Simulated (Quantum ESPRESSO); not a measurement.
**Collinear magnetic orders of CoO with Quantum ESPRESSO**

A self-consistent run ends on one state, which hangs on the start. Several orders of CoO are started in Quantum ESPRESSO and their energies compared.

Program: Quantum ESPRESSO 7.5. Level of theory: LDA with U = 2.1 eV on Co d (ortho-atomic projectors); plane waves with GBRV 1.5 LDA potentials, no spin-orbit coupling. Results are calculated unless marked as measured.

## Step 1: The starting structure

Symmetry: I4/mmm, No. 139, tetragonal system. The conventional cell has a = 3.016 Å, b = 3.016 Å, c = 4.214 Å, α = 90.00°, β = 90.00°, γ = 90.00°. Nearest to Co lie 6 O at 2.11 to 2.13 Å. Nearest to O lie 6 Co at 2.11 to 2.13 Å. Farther neighbours and most contacts between anions are not listed.

Structure file:

```cif
data_structure
_symmetry_space_group_name_H-M 'I4/mmm'
_symmetry_Int_Tables_number 139
_cell_length_a 3.0160
_cell_length_b 3.0160
_cell_length_c 4.2145
_cell_angle_alpha 90.000
_cell_angle_beta 90.000
_cell_angle_gamma 90.000
_cell_volume 38.34
loop_
_atom_site_label
_atom_site_type_symbol
_atom_site_symmetry_multiplicity
_atom_site_Wyckoff_symbol
_atom_site_fract_x
_atom_site_fract_y
_atom_site_fract_z
_atom_site_occupancy
Co1 Co 2 a 0.00000 0.00000 0.00000 1
O1 O 2 b 0.00000 0.00000 0.50000 1
```

The cell comes from the Crystallography Open Database.

## Step 2: Start 1: ferro +

The signs are those of the starting moments on the seeded atoms, the atoms that are given a moment.

pw.in reads:

```
&CONTROL
  calculation = 'scf'
  prefix = 'pwscf'
  outdir = './tmp'
  pseudo_dir = './pseudo'
  disk_io = 'nowf'
  tprnfor = .true.
  tstress = .true.
/
&SYSTEM
  ibrav = 0
  nat = 2
  ntyp = 2
  ecutwfc = 40
  ecutrho = 280
  nbnd = 20
  occupations = 'smearing'
  smearing = 'fd'
  degauss = 0.00999582
  nspin = 2
  starting_magnetization(1) = 0.1765
  starting_magnetization(2) = 0
/
&ELECTRONS
  conv_thr = 4d-09
  electron_maxstep = 150
  mixing_beta = 0.3
/
ATOMIC_SPECIES
Co     58.9332 co_lda_v1.2.uspp.F.UPF
O      15.9990 o_lda_v1.2.uspp.F.UPF
CELL_PARAMETERS bohr
  -2.8497069959    2.8497069959    3.9821207230
   2.8497069959   -2.8497069959    3.9821207230
   2.8497069959    2.8497069959   -3.9821207230
ATOMIC_POSITIONS crystal
Co      0.0000000000    0.0000000000    0.0000000000
O       0.5000000000    0.5000000000    0.0000000000
K_POINTS automatic
10 10 10 0 0 0
HUBBARD {ortho-atomic}
U Co-3d 2.1000
```

Command:

```console
> OMP_NUM_THREADS=1 mpirun -n 2 pw.x -nk 2 -in pw.in > pw.out
```

What it wrote:

```text
Program PWSCF v.7.5 starts

     Message from routine setup:
     using ibrav=0 with symmetry is DISCOURAGED, use correct ibrav instead

     K-points division:     npool     =       2
     Subspace diagonalization in iterative solution of the eigenvalue problem:

     G-vector sticks info
     --------------------
     sticks:   dense  smooth     PW     G-vecs:    dense   smooth      PW
     Sum         713     413    169                10193     4429    1163

     Using Slab Decomposition

     bravais-lattice index     =            0
     lattice parameter (alat)  =       5.6656  a.u.
     unit-cell volume          =     129.3525 (a.u.)^3
     number of atoms/cell      =            2
     number of atomic types    =            2
     number of electrons       =        23.00
     number of Kohn-Sham states=           20
     kinetic-energy cutoff     =      40.0000  Ry
     charge density cutoff     =     280.0000  Ry
     scf convergence threshold =      4.0E-09
     mixing beta               =       0.3000
     number of iterations used =            8  plain     mixing
     Exchange-correlation= SLA  PZ   NOGX NOGC
                           (   1   1   0   0   0   0   0)
     Hubbard projectors: ortho-atomic
     Hubbard parameters of DFT+U (Dudarev formulation) in eV:
     U(Co-3d) =  2.1000

     Internal variables: lda_plus_u =T, lda_plus_u_kind = 0

     Internal variables: orbital_resolved =F, hub_pot_fix =F, apply_U = F

     celldm(1)=   5.665593  celldm(2)=   0.000000  celldm(3)=   0.000000
     celldm(4)=   0.000000  celldm(5)=   0.000000  celldm(6)=   0.000000

     crystal axes: (cart. coord. in units of alat)
               a(1) = (  -0.502985   0.502985   0.702860 )
               a(2) = (   0.502985  -0.502985   0.702860 )
               a(3) = (   0.502985   0.502985  -0.702860 )

     reciprocal axes: (cart. coord. in units 2 pi/alat)
               b(1) = (  0.000000  0.994066  0.711379 )
               b(2) = (  0.994066  0.000000  0.711379 )
               b(3) = (  0.994066  0.994066  0.000000 )

     PseudoPot. # 1 for Co read from file:
     co_lda_v1.2.uspp.F.UPF
     Pseudo is Ultrasoft + core correction, Zval = 17.0
     Generated by new atomic code, or converted to UPF format
     Using radial grid of  863 points,  6 beta functions with:
                l(1) =   0
                l(2) =   0
                l(3) =   1
                l(4) =   1
                l(5) =   2
                l(6) =   2
     Q(r) pseudized with  8 coefficients,  rinner =    1.200   1.200   1.200
                                                       1.200   1.200

     PseudoPot. # 2 for O  read from file:
     o_lda_v1.2.uspp.F.UPF
     Pseudo is Ultrasoft + core correction, Zval =  6.0
     Generated by new atomic code, or converted to UPF format
     Using radial grid of  737 points,  5 beta functions with:
                l(1) =   0
                l(2) =   0
                l(3) =   1
                l(4) =   1
                l(5) =   2
     Q(r) pseudized with  8 coefficients,  rinner =    0.900   0.900   0.900
                                                       0.900   0.900

     atomic species   valence    mass     pseudopotential
     Co               17.00    58.93320     Co( 1.00)
     O                 6.00    15.99900     O ( 1.00)

     Starting magnetic structure
     atomic species   magnetization
     Co              0.176
     O               0.000

     16 Sym. Ops., with inversion, found

   Cartesian axes

     site n.     atom                  positions (alat units)
         1        Co     tau(   1) = (   0.0000000   0.0000000   0.0000000  )
         2        O      tau(   2) = (   0.0000000   0.0000000   0.7028603  )

     number of k points=   102  Fermi-Dirac smearing, width (Ry)=  0.0100

     Number of k-points >= 100: set verbosity='high' to print them.

     Dense  grid:    10193 G-vectors     FFT dimensions: (  32,  32,  32)

     Smooth grid:     4429 G-vectors     FFT dimensions: (  24,  24,  24)

     Check: negative core charge=   -0.000039
     Generating pointlists ...
     new r_m :   0.2899 (alat units)  1.6426 (a.u.) for type    1
     new r_m :   0.2899 (alat units)  1.6426 (a.u.) for type    2

     Initial potential from superposition of free atoms

     starting charge      22.0000, renormalised to      23.0000

     STARTING HUBBARD OCCUPATIONS:

     =================== HUBBARD OCCUPATIONS ===================
     ------------------------ ATOM    1 ------------------------
     Tr[ns(  1)] (up, down, total) =   5.00000  2.00000  7.00000
     Atomic magnetic moment for atom   1 =   3.00000
     [... lines left out ...]
     Number of occupied Hubbard levels =    7.0000

     Atomic wfc used for Hubbard projectors are orthogonalized

     Starting wfcs are   17 randomized atomic wfcs +    3 random wfcs

     Self-consistent Calculation

     iteration #  1     ecut=    40.00 Ry     beta= 0.30
     Davidson diagonalization with overlap
     ethr =  1.00E-02,  avg # of iterations =  5.1

     =================== HUBBARD OCCUPATIONS ===================
     ------------------------ ATOM    1 ------------------------
     Tr[ns(  1)] (up, down, total) =   4.53259  1.00595  5.53854
     Atomic magnetic moment for atom   1 =   3.52665
     [... lines left out ...]
     Number of occupied Hubbard levels =    5.5385

     total energy              =    -328.56323187 Ry
     estimated scf accuracy    <       6.28197852 Ry

     total magnetization       =     3.50 Bohr mag/cell
     absolute magnetization    =     3.57 Bohr mag/cell

     iteration #  2     ecut=    40.00 Ry     beta= 0.30
     Davidson diagonalization with overlap
     ethr =  1.00E-02,  avg # of iterations =  2.0

     total energy              =    -329.48604174 Ry
     estimated scf accuracy    <       6.53601850 Ry

     total magnetization       =     0.64 Bohr mag/cell
     absolute magnetization    =     0.68 Bohr mag/cell

     iteration #  3     ecut=    40.00 Ry     beta= 0.30
     Davidson diagonalization with overlap
     ethr =  1.00E-02,  avg # of iterations =  1.2

     total energy              =    -330.45534898 Ry
     estimated scf accuracy    <       0.22332005 Ry

     total magnetization       =     3.01 Bohr mag/cell
     absolute magnetization    =     3.03 Bohr mag/cell

     [... further iterations left out ...]

     iteration # 15     ecut=    40.00 Ry     beta= 0.30
     Davidson diagonalization with overlap
     ethr =  1.05E-07,  avg # of iterations =  1.5

     total energy              =    -330.47312169 Ry
     estimated scf accuracy    <       0.00000097 Ry

     total magnetization       =     2.93 Bohr mag/cell
     absolute magnetization    =     2.95 Bohr mag/cell

     iteration # 16     ecut=    40.00 Ry     beta= 0.30
     Davidson diagonalization with overlap
     ethr =  4.23E-09,  avg # of iterations =  1.7

     total energy              =    -330.47312153 Ry
     estimated scf accuracy    <       0.00000072 Ry

     total magnetization       =     2.93 Bohr mag/cell
     absolute magnetization    =     2.95 Bohr mag/cell

     iteration # 17     ecut=    40.00 Ry     beta= 0.30
     Davidson diagonalization with overlap
     ethr =  3.12E-09,  avg # of iterations =  1.5

     total energy              =    -330.47312161 Ry
     estimated scf accuracy    <       0.00000001 Ry

     total magnetization       =     2.93 Bohr mag/cell
     absolute magnetization    =     2.95 Bohr mag/cell

     iteration # 18     ecut=    40.00 Ry     beta= 0.30
     Davidson diagonalization with overlap
     ethr =  5.95E-11,  avg # of iterations =  2.0

     Magnetic moment per site  (integrated on atomic sphere of radius R)
     atom   1 (R=0.290)  charge= 14.5631  magn=  2.5147
     atom   2 (R=0.290)  charge=  5.6933  magn=  0.2971

     End of self-consistent calculation

     =================== HUBBARD OCCUPATIONS ===================
     ------------------------ ATOM    1 ------------------------
     Tr[ns(  1)] (up, down, total) =   4.95572  2.37645  7.33217
     Atomic magnetic moment for atom   1 =   2.57927
     [... lines left out ...]
     Number of occupied Hubbard levels =    7.3322

     Number of k-points >= 100: set verbosity='high' to print the bands.

     the Fermi energy is    13.3025 ev

!    total energy              =    -330.47312162 Ry
     estimated scf accuracy    <          7.4E-10 Ry
     smearing contrib. (-TS)   =      -0.01275660 Ry
     internal energy E=F+TS    =    -330.46036502 Ry

     The total energy is F=E-TS. E is the sum of the following terms:
     one-electron contribution =    -181.93079397 Ry
     hartree contribution      =     104.11550741 Ry
     xc contribution           =     -39.42708962 Ry
     ewald contribution        =    -213.29243594 Ry
     Hubbard energy            =       0.07444710 Ry

     total magnetization       =     2.93 Bohr mag/cell
     absolute magnetization    =     2.95 Bohr mag/cell

     convergence has been achieved in  18 iterations

     Forces acting on atoms (cartesian axes, Ry/au):

     atom    1 type  1   force =     0.00000000    0.00000000    0.00000000
     atom    2 type  2   force =     0.00000000    0.00000000    0.00000000

     Total force =     0.000000     Total SCF correction =     0.000000

     Computing stress (Cartesian axis) and pressure

          total   stress  (Ry/bohr**3)                   (kbar)     P=     -140.18
  -0.00099397  -0.00000000  -0.00000000         -146.22       -0.00       -0.00
  -0.00000000  -0.00099397  -0.00000000           -0.00     -146.22       -0.00
  -0.00000000  -0.00000000  -0.00087077           -0.00       -0.00     -128.10

=------------------------------------------------------------------------------=
   JOB DONE.
=------------------------------------------------------------------------------=
```

Elapsed: 60 s, on 2 MPI ranks of Arm Neoverse N1, shared host; peak memory 0.18 GiB; 2 min of CPU time.

Spin moment in the atom's sphere by atom:

| atom | spin moment in the atom's sphere (μB) |
| --- | --- |
| Co1 | 2.51 |
| O2 | 0.30 |

Read from the output:

| Quantity | Value |
| --- | --- |
| smearing term TS | 0.1736 eV |
| pressure | -14.02 GPa |
| magnetization | 2.929 μB |
| absolute magnetization | 2.945 μB |
| final state | ferromagnetic |

[end of part 1 of 3]

[Logs and program files are shortened in this print: banners, set-up blocks, solver, clock and traceback lines can be left out without a mark of their own.]

[Logs are printed without paths, hosts, clocks, repeated set-up lines and the standing remarks that a program may print on its own settings, such as how far it seeks lower states.]

[Hosts, paths, dates, database ids (printed as entryN), source tags and the programs' standing remarks are cut or masked in the printed files.]

[Where a cell is said to come from a database of computed structures, the database is the Materials Project.]
